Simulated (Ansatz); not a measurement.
# AlN: the change of pressure with volume per atom

Results calculated with Ansatz 0.2.0, not measured. Density functional stress and forces at fixed atoms, pressure and stress positive in compression, spin-unpolarised plane waves.

Cell of the first row (space group P6_3mc, No. 186):
```
cell vectors (Å)
   2.9514     0.0000     0.0000
  -1.4757     2.5560     0.0000
   0.0000     0.0000     4.7297
atoms (fractions of the cell vectors)
Al  0.33333  0.66667 -0.00372
Al  0.66667  0.33333  0.49628
N   0.33333  0.66667  0.37872
N   0.66667  0.33333  0.87872
```

Settings of every row: periodic directions 3; functional HSE06; spin orbit no; potentials PAW; wave cutoff 420 eV; k mesh 6x6x4; smearing width 0 eV.

Limits: stress loosely converged.

| row | volume per atom (Å³) | pressure (GPa) |
| --- | --- | --- |
| 1 | 8.92 | 42.7 |
| 2 | 9.204 | 31.9 |
| 3 | 9.495 | 22.2 |
| 4 | 9.792 | 13.7 |
| 5 | 9.942 | ? |
| 6 | 10.403 | -0.6 |
| 7 | 10.719 | -6.6 |
| 8 | 11.04 | -11.8 |
| 9 | 11.368 | -16.4 |
| 10 | 11.702 | -20.3 |
| 11 | 11.858 | -22 |

Question: what pressure should row 5 give?

Worked fit of pressure. Take u = (V_r/V)^(2/3) − 1 with V_r = 10.561 Å³ an atom, which is twice the finite (Eulerian) strain; such expansions in the strain, on which the Birch-Murnaghan equation of state is built, carry the rest volume and the bulk modulus. The shown rows have u = 0.11916, 0.09602, 0.07351, 0.05169, 0.0101, -0.00985, -0.02914, -0.0479, -0.06611, -0.07432. Least squares give pressure = −3.72 + 297.95 × u + 727.1 × u² + 345 × u³ GPa; a parabola predicts inner rows, each left out in turn, worse (root mean square 0.077 against 0.047 GPa). All shown rows lie on it to the printed digit. The pressure vanishes at u = 0.0121, or V = 10.37 Å³ an atom, and there the bulk modulus with atoms relaxed is B = −V dP/dV = (2/3)(1 + u) dP/du = 213 GPa. The withheld row has u = 0.04109, so the fit gives −3.72 + 297.95 × (0.04109) + 727.1 × (0.04109)² + 345 × (0.04109)³ = 9.8 GPa.

The calculation gave 9.8 GPa. The fit meets it to the printed digit.
